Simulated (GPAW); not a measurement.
The system is ZnSe (Stilleite).

```
Se Zn
1.0
     0.00000    2.83380    2.83380
     2.83380    0.00000    2.83380
     2.83380    2.83380    0.00000
Se Zn
1 1
Cartesian
  4.2507 4.2507 4.2507
  0.0000 0.0000 0.0000
```

```yaml
Program: GPAW 26.7.0
Task: relaxation of cell and atoms
Functional: revPBE
Potentials_or_basis: the program's PAW data sets (release 1.2.1) made for this functional
Cutoff: 600 eV
Basis: pw
k_mesh: 8 × 8 × 8
Occupations: fermi-dirac, width 0.05 eV
Spin: no spin polarisation
```

At the start: pressure 3.8 GPa; volume 22.76 Å³/atom.

Q: Where does the relaxation end?

A: Over 4 steps the energy falls by 17.1 meV/atom and the volume is 24.24 Å³/atom (+6.5 %); space group F-43m (No. 216, to 0.05 Å).

The path:
```tsv
step	energy change (eV)	largest force (eV/Å)	pressure (GPa)	volume (Å³)
1	0.0000	0.0000	3.85	45.51
2	-0.0116	0.0000	3.06	46.05
3	-0.0340	0.0000	0.20	48.31
4	-0.0342	0.0000	0.01	48.49
```

Final structure:
```
Se Zn
1.0
     0.00000    2.89425    2.89425
     2.89425    0.00000    2.89425
     2.89425    2.89425    0.00000
Se Zn
1 1
Direct
  0.75000 0.75000 0.75000
  0.00000 0.00000 0.00000
```

Caveat: later steps reuse the first step's grids.
